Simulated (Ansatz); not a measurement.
**Relaxing KI in the wurtzite type**

First guess:

```
CELL_PARAMETERS angstrom
4.55586 0.00000 0.00000
-2.27793 3.94549 0.00000
0.00000 0.00000 7.42605
ATOMIC_POSITIONS crystal
K 0.33333 0.66667 0.00000
K 0.66667 0.33333 0.50000
I 0.33333 0.66667 0.37600
I 0.66667 0.33333 0.87600
```

These are results of DFT, PBE, PAW with Ansatz's default frozen-core files, scalar-relativistic (Ansatz 0.2.0), not measurements.

Cell and atoms relax within the symmetry of the start on a 8×8×5 k mesh with 0.05 eV Fermi–Dirac smearing.

The start is built from a prototype, known or not as a phase of this compound; the cutoff is 420 eV.

No spin–orbit coupling, which matters for the heavy atoms here.

(1) What is the pressure of the first guess?

(2) What does it relax to?

(3) How much energy does the relaxation release?

## Answers

(1) 20.1 GPa.

(2) a = 6.086 Å, b = 6.086 Å, c = 7.119 Å, α = 90.00°, β = 90.00°, γ = 120.00° (conventional cell), 57.09 Å³ per atom:
Space group P6_3/mmc (No. 194). a = 6.086 Å, b = 6.086 Å, c = 7.119 Å, α = 90.00°, β = 90.00°, γ = 120.00°
| atom | site | symmetry | x | y | z |
| --- | --- | --- | --- | --- | --- |
| K | 2d | -6m2 | 0.3333 | 0.6667 | 0.7500 |
| I | 2c | -6m2 | 0.3333 | 0.6667 | 0.2500 |
It has left the symmetry of the starting type.

(3) 1102 meV/atom.
